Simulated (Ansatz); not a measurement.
# Nudged elastic band run: Si$_{16}$C

The input (input.yaml):

```yaml
crystal:
  lattice:
    - [0.0, 5.43, 5.43]
    - [5.43, 0.0, 5.43]
    - [5.43, 5.43, 0.0]
  atoms:
    - { symbol: Si, position: [-0.02972183, 0.02295238, -0.01537842] }
    - { symbol: Si, position: [0.10499009, 0.13828285, 0.10830488] }
    - { symbol: Si, position: [-0.01014618, 0.01743382, 0.48121675] }
    - { symbol: Si, position: [0.1125181, 0.13860054, 0.61098045] }
    - { symbol: Si, position: [0.03960726, 0.50162355, -0.041918] }
    - { symbol: Si, position: [0.10496695, 0.64926224, 0.10835402] }
    - { symbol: Si, position: [-0.01028355, 0.51221608, 0.48124848] }
    - { symbol: Si, position: [0.12252506, 0.64485669, 0.5883405] }
    - { symbol: Si, position: [0.47154438, -0.00148947, -0.01614977] }
    - { symbol: Si, position: [0.59530852, 0.15168154, 0.10235284] }
    - { symbol: Si, position: [0.48662472, 0.01910897, 0.47592346] }
    - { symbol: Si, position: [0.616304, 0.12344678, 0.61504852] }
    - { symbol: Si, position: [0.47150025, 0.54685008, -0.0158131] }
    - { symbol: Si, position: [0.69923593, 0.55810337, 0.18484585] }
    - { symbol: Si, position: [0.48800074, 0.48852371, 0.53585694] }
    - { symbol: Si, position: [0.61613329, 0.6459936, 0.61533871] }
    - { symbol: C, position: [0.49932256, 0.71912727, 1.06343599] }
magnetization:
  spin_polarized: true
basis:
  ecutwfc: 420.0
kpoints:
  mp_grid: { grid: [2, 2, 2] }
hamiltonian:
  xc: pbe
  dispersion: d3bj
  pseudopotentials: { kind: paw, azcp: { folder: soft_1 } }
scf:
  occupations: { method: gaussian, width: 0.05 }
  lower_state_search: "off"
neb:
  images: 5
  f_tol: 0.05
  initial_path: idpp
  max_iterations: 59
  final_atoms:
    - { symbol: Si, position: [-0.01376328, 0.01398921, 0.01398891] }
    - { symbol: Si, position: [0.11617995, 0.14819855, 0.12244883] }
    - { symbol: Si, position: [-0.01944574, 0.02060085, 0.49572043] }
    - { symbol: Si, position: [0.14408352, 0.06497977, 0.64729454] }
    - { symbol: Si, position: [-0.0215981, 0.52132399, 0.01207617] }
    - { symbol: Si, position: [0.12109001, 0.63960274, 0.11875888] }
    - { symbol: Si, position: [0.05691707, 0.42136834, 0.46559811] }
    - { symbol: Si, position: [0.0771291, 0.6534052, 0.6440043] }
    - { symbol: Si, position: [0.48967454, 0.01577482, 0.00540925] }
    - { symbol: Si, position: [0.61362291, 0.14827108, 0.12245665] }
    - { symbol: Si, position: [0.50356198, 0.02066082, 0.49573414] }
    - { symbol: Si, position: [0.60669203, 0.15617459, 0.63096131] }
    - { symbol: Si, position: [0.48874587, 0.52140192, 0.01196505] }
    - { symbol: Si, position: [0.60494124, 0.64178795, 0.1488289] }
    - { symbol: Si, position: [0.47310181, 0.53083923, 0.52345301] }
    - { symbol: Si, position: [0.62594307, 0.65348954, 0.64388704] }
    - { symbol: C, position: [0.89455492, 0.56152767, 0.64982458] }
  order_check: true
```

Launched with:

```bash
$ ansatz run input.yaml --threads 2 --pin off --max-ram 5120MiB --backend cpu --events-out ev --progress --plain --runs-dir out
```

Output, in part (warnings, iteration lines):

```
NEB end point (image 0): max|allowed force component| = 1.983e-2 eV/Å (the criterion of neb.relax_end_points is 1.000e-2)
NEB end point (image 6): max|allowed force component| = 1.538e-2 eV/Å (the criterion of neb.relax_end_points is 1.000e-2)
WARN: dispersion: an atom stands within reach of a switch of its C6 between two reference coordination numbers of its element: through that C6 alone, e_disp changes by 0.025 eV or more while the distances to its neighbours run over a stretch of 0.05 Å that contains this geometry (sites counted from …
NEB iter   1: max|band force component| = 3.351e0 eV/Å  barrier→ = 3.1097 eV  barrier← = 3.0999 eV  Δτ_max = 0.2000 Å  (66 SCF iters)
NEB iter   2: max|band force component| = 1.909e0 eV/Å  barrier→ = 1.3554 eV  barrier← = 1.3456 eV  Δτ_max = 0.2000 Å  (42 SCF iters)
NEB iter   3: max|band force component| = 2.834e0 eV/Å  barrier→ = 0.9788 eV  barrier← = 0.9690 eV  Δτ_max = 0.1029 Å  (40 SCF iters)
NEB iter   4: max|band force component| = 8.513e-1 eV/Å  barrier→ = 0.7515 eV  barrier← = 0.7417 eV  Δτ_max = 0.2000 Å  (38 SCF iters)
NEB iter   5: max|band force component| = 1.736e0 eV/Å  barrier→ = 0.6443 eV  barrier← = 0.6345 eV  Δτ_max = 0.1032 Å  (38 SCF iters)
NEB iter   6: max|band force component| = 7.132e-1 eV/Å  barrier→ = 0.4309 eV  barrier← = 0.4211 eV  Δτ_max = 0.2000 Å  (35 SCF iters)
NEB iter   7: max|band force component| = 2.315e0 eV/Å  barrier→ = 0.4073 eV  barrier← = 0.3975 eV  Δτ_max = 0.1024 Å  (39 SCF iters)
NEB iter   8: max|band force component| = 6.192e-1 eV/Å  barrier→ = 0.2596 eV  barrier← = 0.2498 eV  Δτ_max = 0.2000 Å  (37 SCF iters)
[... lines left out ...]
```

It converged. The band force fell under the threshold earlier too, but the program's further tests of the path sent the band on. The profile has 3 maxima (images 1, 3, 5) with wells between them (images 2, 4): this band takes more than one step, which may be the mechanism or a detour left from its start path. By the program's own check the climbing image is a first-order saddle point (lowest curvatures found: -2.46 and 0.55 eV/Å²). Limits of this set-up: coarse k mesh, a small cell, in which the defect meets its images.

Final band (atoms are numbered from 1 in the order of the input):

```tsv
image	path coordinate (Å)	energy (eV)	Si9–C17 (Å)	Si13–C17 (Å)	Si14–C17 (Å)
0	0.00	0.000	1.84	1.84	1.77
1	1.44	0.186	1.90	1.92	1.83
2	2.88	0.010	3.02	1.77	1.83
3	4.32	0.211	3.50	1.82	1.88
4	5.57	0.021	3.88	1.84	2.89
5	6.82	0.192	3.99	1.92	3.16
6	8.07	0.010	4.41	3.00	3.53
```

Time of the run: 33 min on 2 threads of Arm Neoverse V2, with other jobs on the host, peak memory 1.6 GiB.
